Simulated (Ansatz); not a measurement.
H2O on a (110) slab of Nb (Im-3m (No. 229)), 3 planes, outer planes Nb (top) and Nb (bottom), 1 a cell of 30.2 Å², relaxed and still whole (its atoms last):

```
Nb O H
1.0
     5.65815    0.00000    0.00000
    -1.88605    5.33456    0.00000
     0.00000    0.00000   22.61986
Nb O H
12 1 2
Direct
  0.25000 0.25000 0.35367
  0.25000 0.75000 0.35367
  0.75000 0.25000 0.35367
  0.75000 0.75000 0.35367
  0.49943 0.50111 0.45427
  0.50109 0.00012 0.45458
  0.00009 0.49930 0.45483
  0.00071 0.99961 0.45449
  0.74209 0.75157 0.55495
  0.75192 0.24478 0.55529
  0.25525 0.74754 0.56156
  0.24768 0.25706 0.55478
  0.18084 0.76075 0.66370
  0.03746 0.60336 0.66642
  0.10677 0.89528 0.66671
```

Theory: DFT PBE+D3(BJ), scalar-relativistic, plane waves, PAW in Ansatz 0.2.0. Settings: cutoff 420 eV, Γ-centred mesh 4×4×1 on the computed 15-atom cell, Gaussian smearing of 0.10 eV; no spin polarisation. A dipole correction removes the field between periodic images along c.

It binds with 0.70 eV a molecule against the clean slab and the free molecule (no zero-point or thermal terms); its shortest contact is O–Nb 2.35 Å. Take first-order desorption with no barrier to adsorption, no reaction on the face and an assumed prefactor of 10^13 s⁻¹.

(1) How long does a molecule stay at 400 K?

(2) Where does its peak lie in a desorption experiment heated at 1 K/s?

(3) Is this physisorption or chemisorption?

The molecule may also break up before it leaves, which wasn't tried.

## Answers

(1) τ = ν⁻¹·exp(E/k_BT) with k_BT = 0.0345 eV: E/k_BT = 20.3, so τ ≈ 7×10^-5 s. At about one hit a site a second (10⁻⁶ mbar) the coverage is near τ × 1 s⁻¹, so a layer needs roughly 2×10^-2 mbar.

(2) The peak obeys E/(k_B·T_p²) = (ν/β)·exp(−E/k_BT_p). Solving gives T_p ≈ 254 K (E/k_BT_p = 32.0). An error of 0.1 eV in E moves it by about 36 K, and larger molecules have larger prefactors, which lowers it.

(3) The tightest contact, O–Nb 2.35 Å, is 1.02 times the sum of covalent radii, and deformation and lateral interaction add up to +0.06 eV. This is chemisorption.